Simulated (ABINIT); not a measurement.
Ni:

```
Ni
1.0
     0.00000    1.73757    1.73757
     1.73757    0.00000    1.73757
     1.73757    1.73757    0.00000
Ni
1
Direct
  0.00000 0.00000 0.00000
```

Program: ABINIT 10.8.3 (patched build). Alike in all runs: task single point; potentials or basis JTH PAW PBE v2.0; spin collinear, ferromagnetic start; cell as given; k mesh 13 × 13 × 13; cutoff (eV) 1333; smearing fermi-dirac 0.05 eV.

**Question.** Order these runs on this cell by their pressure, lowest first.
A. level PW91
B. level BLYP
C. level WC
D. level revPBE
E. level RPBE

**Answer.** C (-0.7 GPa), A (8.3 GPa), D (12.7 GPa), E (14.3 GPa), B (18.9 GPa).

Caveats: the PAW data sets were made with another functional, which shifts forces and pressure a little.

Runs at the PBE level aren't shown here.
